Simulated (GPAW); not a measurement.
Runs of GPAW 26.7.0 on Ge. Symmetry: P6_3/mmc, No. 194, hexagonal system. The conventional cell has a = 3.998 Å, b = 3.998 Å, c = 6.599 Å, α = 90.00°, β = 90.00°, γ = 120.00°. Around Ge (site symmetry 3m) lie 4 Ge at 2.45 to 2.47 Å. This isn't the form of Ge at room conditions, which is diamond.

| level | potentials or basis | gap on the mesh (eV) | pressure (GPa) | relaxed volume (Å³/atom) | largest force (eV/Å) |
| --- | --- | --- | --- | --- | --- |
| RPBE | the program's PAW data sets (release 1.2.1) made for this functional, pw | 0.23 | 0.0 | (a) | 0.01 |
| LDA | the program's PAW data sets (release 1.2.1) made for this functional, pw | none | 0.0 | 22.31 | - |
| PBE | GPAW PAW data sets (gpaw-data 1.2.1), pw | 0.25 | 0.0 | 24.00 | - |
| revPBE | the program's PAW data sets (release 1.2.1) made for this functional, pw | 0.24 | 0.0 | 24.49 | - |
| PBEsol | PAW data sets generated in the run's folder for this functional, pw | 0.16 | 0.0 | (b) | 0.01 |

Alike in all rows: task relaxation of cell and atoms; no spin polarisation; cell relaxed; k mesh 6 × 6 × 3; cutoff (eV) 600; smearing fermi-dirac 0.05 eV.

Task: Fill in the values left out.

Result: (a) 24.69; (b) 22.98.

Caveats: later steps reuse the first step's grids; an odd mesh through Γ misses points on the zone boundary, where band edges often lie (some runs).

A k mesh can miss the band edges, and the runs leave out spin-orbit coupling on Ge.

A gap of «none» marks a metal or a gap under the smearing width.
